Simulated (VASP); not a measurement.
# MgO: convergence, RPA pressure from two volumes

MgO, Fm-3m (no. 225), 2 atoms in the cell. PBE, RPA total energies; PAW potentials Mg_GW, O_GW (PBE set). VASP 6.6.1.

Wanted: pressure from correlation alone within 0.3 GPa.

Long-wave limit: k.p perturbation theory (LOPTICS); k mesh of the exchange step: 6 × 6 × 6; Volumes (share of the given one): 0.97, 1.03.

## k mesh of the correlation step

| k mesh of the correlation step | Pressure from correlation alone (GPa) | Time (s) |
|---|---|---|
| 2x2x2 | 10.83 | 41 |
| 3x3x3 | 10.51 | 46 |
| 4x4x4 | 10.68 | 69 |
| 5x5x5 | 10.32 | 116 |
| 6x6x6 (reference) | 10.80 | 238 |

Chosen: 6x6x6; the next looser run is off by more than half of the tolerance, so convergence isn't shown beyond this value.

## The input

INCAR.step1:
```
SYSTEM = MgO
ISMEAR = 0
SIGMA = 0.05
EDIFF = 1E-8
PREC = Accurate
LASPH = .TRUE.
LREAL = .FALSE.
LCHARG = .FALSE.
ENCUT = 400
GGA = PE
LWAVE = .TRUE.
ALGO = Normal
KPAR = 8
```

INCAR.step2:
```
SYSTEM = MgO
ISMEAR = 0
SIGMA = 0.05
EDIFF = 1E-8
PREC = Accurate
LASPH = .TRUE.
LREAL = .FALSE.
LCHARG = .FALSE.
ENCUT = 400
GGA = PE
ALGO = Eigenval
NELM = 1
LWAVE = .FALSE.
PRECFOCK = Fast
LHFCALC = .TRUE.
AEXX = 1.0
ALDAC = 0.0
AGGAC = 0.0
HFRCUT = -1
KPAR = 8
```

INCAR.step3:
```
SYSTEM = MgO
ISMEAR = 0
SIGMA = 0.05
EDIFF = 1E-8
PREC = Accurate
LASPH = .TRUE.
LREAL = .FALSE.
LCHARG = .FALSE.
ENCUT = 400
GGA = PE
ALGO = ACFDT
NOMEGA = 12
LWAVE = .FALSE.
PRECFOCK = Fast
LOPTICS = .TRUE.
```

KPOINTS.step1:
```
k-points
0
Gamma
  6 6 6
```

KPOINTS.step3:
```
Automatic mesh
0
Gamma
  6 6 6
  0 0 0
```

POSCAR.step1:
```
MgO
1.0
    0.0000000000      2.0758181122      2.0758181122
    2.0758181122      0.0000000000      2.0758181122
    2.0758181122      2.0758181122      0.0000000000
Mg O
1 1
Direct
    0.0000000000      0.0000000000      0.0000000000
    0.5000000000      0.5000000000      0.5000000000
```

POSCAR.step4:
```
MgO
1.0
    0.0000000000      2.1177651331      2.1177651331
    2.1177651331      0.0000000000      2.1177651331
    2.1177651331      2.1177651331      0.0000000000
Mg O
1 1
Direct
    0.0000000000      0.0000000000      0.0000000000
    0.5000000000      0.5000000000      0.5000000000
```

Commands (each step's output is kept before the next begins):
```
cat potpaw_PBE.64/Mg_GW/POTCAR potpaw_PBE.64/O_GW/POTCAR > POTCAR
cp INCAR.step1 INCAR
cp KPOINTS.step1 KPOINTS
cp POSCAR.step1 POSCAR
mpirun -np 8 vasp_std > vasp.out
cp INCAR.step2 INCAR
mpirun -np 8 vasp_std > vasp.out
rm WAVECAR CHG
cp INCAR.step3 INCAR
cp KPOINTS.step3 KPOINTS
mpirun -np 8 vasp_std > vasp.out
rm WAVECAR CHG WAVEDER
cp INCAR.step1 INCAR
cp KPOINTS.step1 KPOINTS
cp POSCAR.step4 POSCAR
mpirun -np 8 vasp_std > vasp.out
cp INCAR.step2 INCAR
mpirun -np 8 vasp_std > vasp.out
rm WAVECAR CHG
cp INCAR.step3 INCAR
cp KPOINTS.step3 KPOINTS
mpirun -np 8 vasp_std > vasp.out
```

Limits: The plane-wave cutoff lies under the usual one for these potentials, so absolute numbers hold a basis-set error.

The chosen input took VASP 6.6.1 238 s on 8 cores (AMD EPYC 7R43 (Zen 3)), a shared host.
